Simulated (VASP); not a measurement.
# Bi: restarted molecular dynamics, 2 variants

Bi, P2/m (no. 10), 16 atoms in the cell. PBE, molecular dynamics; PAW potentials Bi (PBE set).

| Restart from | Temperature at the end (K) | The same without a restart (K) | Potential energy at the end (eV/atom) | The same without a restart (eV/atom) | Electronic steps in the first step after the restart | Time (s) |
|---|---|---|---|---|---|---|
| CONTCAR with velocities, WAVECAR read | 487.0 | 487.0 | -3.90276 | -3.90276 | 5 | 748 |
| CONTCAR with velocities, no WAVECAR | 487.0 | 487.0 | -3.90276 | -3.90276 | 13 | 609 |

Limits: 240 fs of 16 atoms are too short for converged averages.

## Input of the first row

INCAR.step1:
```
SYSTEM = Bi
GGA = PE
PREC = Normal
ENCUT = 200
EDIFF = 1E-6
NELMIN = 4
NELM = 60
ALGO = Fast
LREAL = Auto
LASPH = .True.
ISMEAR = -1
SIGMA = 0.05
ISYM = 0
LWAVE = .True.
LCHARG = .False.
IBRION = 0
NSW = 30
POTIM = 4.0
TEBEG = 1000
ISIF = 2
RANDOM_SEED = 860048 0 0
MDALGO = 2
SMASS = 0
KPAR = 2
```

INCAR.step2, as INCAR.step1 but for:
```
- LWAVE = .True.
+ LWAVE = .False.
```

KPOINTS:
```
k-points
0
Monkhorst-Pack
  2 1 2
```

POSCAR.step1:
```
Bi
1.0
    6.4767524920      0.0000000000      0.0000000000
    0.0000000000     12.8865732800      0.0000000000
   -0.0804548793      0.0000000000      6.4438887882
Bi
16
Direct
    0.2721236250      0.0000000000      0.7495778900
    0.2721236250      0.2500000000      0.7495778900
    0.2721236250      0.5000000000      0.7495778900
    0.2721236250      0.7500000000      0.7495778900
    0.7721236250      0.0000000000      0.7495778900
    0.7721236250      0.2500000000      0.7495778900
    0.7721236250      0.5000000000      0.7495778900
    0.7721236250      0.7500000000      0.7495778900
    0.2278763750      0.0000000000      0.2504221100
    0.2278763750      0.2500000000      0.2504221100
    0.2278763750      0.5000000000      0.2504221100
    0.2278763750      0.7500000000      0.2504221100
    0.7278763750      0.0000000000      0.2504221100
    0.7278763750      0.2500000000      0.2504221100
    0.7278763750      0.5000000000      0.2504221100
    0.7278763750      0.7500000000      0.2504221100
```

Commands (each step's output is kept before the next begins):
```
cat potpaw_PBE.64/Bi/POTCAR > POTCAR
cp INCAR.step1 INCAR
cp POSCAR.step1 POSCAR
mpirun -np 2 vasp_std > vasp.out
cp CONTCAR POSCAR
cp INCAR.step2 INCAR
mpirun -np 2 vasp_std > vasp.out
```

Changes of the last row against the first:
```
(step 1)
- LWAVE = True
+ LWAVE = False
```

VASP 6.6.1 took 748 s on 2 cores (Intel Xeon Platinum 8259CL @ 2.50GHz (Skylake/Cascade Lake)), a shared host.
